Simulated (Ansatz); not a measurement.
CdF2:

```
Cd F
1.0
     0.00000    2.69400    2.69400
     2.69400    0.00000    2.69400
     2.69400    2.69400    0.00000
Cd F
1 2
Direct
  0.00000 0.00000 0.00000
  0.75000 0.75000 0.75000
  0.25000 0.25000 0.25000
```

Base run:

| Property | Result |
| --- | --- |
| Program | Ansatz 0.2.0 |
| Functional | LDA |
| Potentials or basis | Ansatz PAW |
| Cutoff | 420 eV (not typed: the program's choice for these potentials) |
| k mesh | 9 × 9 × 9 |
| Occupations | fermi-dirac, width 0.05 eV |
| Spin | no spin polarisation |

Its results: band gap on the k mesh 2.84 eV, indirect (least direct gap 3.29 eV); pressure -5.7 GPa.

Problem. The run is repeated on the same cell with these changes: functional from LDA to PBE. What comes out?

Solution. Band gap on the k mesh 3.13 eV, indirect (least direct gap 3.60 eV); pressure 5.5 GPa.

PBE binds less tightly than LDA, so the same cell stands under more pressure.

Caveats: the PAW data sets come from PBE, with cores solved anew for the run's functional, which leaves a small shift of forces and pressure (some runs).
